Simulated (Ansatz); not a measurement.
**Au: changing the pressure**

The cell as given:

```yaml
crystal:
  lattice:
    - [0.00000, 2.03500, 2.03500]
    - [2.03500, 0.00000, 2.03500]
    - [2.03500, 2.03500, 0.00000]
  atoms:
    - { symbol: Au, position: [0.00000, 0.00000, 0.00000] }
```

Kept alike: task relaxation of cell and atoms; functional PBEsol; k mesh 11 × 11 × 11; occupations fermi-dirac, width 0.05 eV; no spin polarisation. Program: Ansatz, all-electron LAPW, scalar-relativistic. The mesh is that of the run's cell of 1 atom. No spin-orbit coupling.

```csv
"pressure, P (GPa)",volume (Å³/atom)
0,17.010
5,16.566
10,16.188
20,15.566
30,15.063
```

The relaxations keep at least the cell's symmetry (Fm-3m). For a metal such a mesh leaves the last digits unconverged. The runs follow the start's structure, whether or not it is the stable one at these pressures.

The volume falls from 17.010 to 15.063 Å³/atom between 0 and 30 GPa. The volume falls ever more slowly, since the solid stiffens under load. At the pressures aimed at, which the runs meet within some tenths of a GPa, the step from 0 to 5 GPa gives a mean bulk modulus near 189 GPa, the last step 304 GPa.
